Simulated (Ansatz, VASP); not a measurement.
**Two plane-wave programs on Ge**

```
Ge
1.0
     0.00000    2.88053    2.88053
     2.88053    0.00000    2.88053
     2.88053    2.88053    0.00000
Ge
2
Direct
  0.50000 0.50000 0.50000
  0.75000 0.75000 0.75000
```

Alike in both runs: functional PBE; k mesh 14 × 14 × 14; occupations gaussian, width 0.1 eV; no spin polarisation.

Ansatz relaxed the structure, and its values are those at the end. VASP's run is a single point on that final structure, the one shown.

|  | VASP | Ansatz |
| --- | --- | --- |
| version | VASP 6.6.1 | Ansatz 0.2.0 |
| potentials or method | VASP PAW PBE potentials, release 64 (Ge_d) | scalar-relativistic, plane waves, PAW |
| plane-wave cutoff (eV) | 520 | 420 |
| valence electrons in the cell | 28 | 28 |

Ansatz gave:

```
gap on the k mesh at the Fermi level (eV) : none
pressure (GPa)                            : 0.0
```

**Question.** What did VASP give for the same quantities?

**Answer.** gap on the k mesh at the Fermi level (eV): none; pressure (GPa): -0.1.

A gap of «none» marks a metal or a gap that the smearing closes. The functional is the same, so the differences come from potentials, cutoffs and numerics.

Caveats: this crystal is a semiconductor, whose small gap the functional closes, so the metal is an error of the method.
